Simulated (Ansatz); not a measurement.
## YN: what relativity and spin–orbit coupling change

```xyz
2
Lattice="0.0000 2.4385 2.4385 2.4385 0.0000 2.4385 2.4385 2.4385 0.0000" Properties=species:S:1:pos:R:3 pbc="T T T"
Y     0.0000    0.0000    0.0000
N     2.4385    2.4385    2.4385
```

Atom numbers follow the list: Y1, N2.

The cell is COD entry 9008768, as deposited and not checked against the literature; nothing was relaxed.

One fixed cell is solved with PBE by LAPW (all electrons) in Ansatz 0.2.0 under different relativistic treatments. Pressure is positive in compression.

Numerical set-up: a Γ-centred 9×9×9 k mesh, Fermi–Dirac smearing of 0.03 eV, basis error target 0.5 meV/atom, no spin polarisation.

Gaps under 0.4 eV may close at points that the mesh misses.

```
                                             setting  P (GPa)  gap on the k mesh (eV)
                                 scalar-relativistic     2.99                    0.24
                                    non-relativistic        ?                       ?
                            with spin–orbit coupling     2.98                    0.22
                   scalar-relativistic, point nuclei     2.99                    0.24
scalar-relativistic, inner shells corrected to Dirac     2.99                    0.24
```

Q: What belongs in the row "non-relativistic", column "P (GPa)"?

A: 3.78.

Q: Fill in "gap on the k mesh (eV)" for the row "non-relativistic".

A: 0.13.
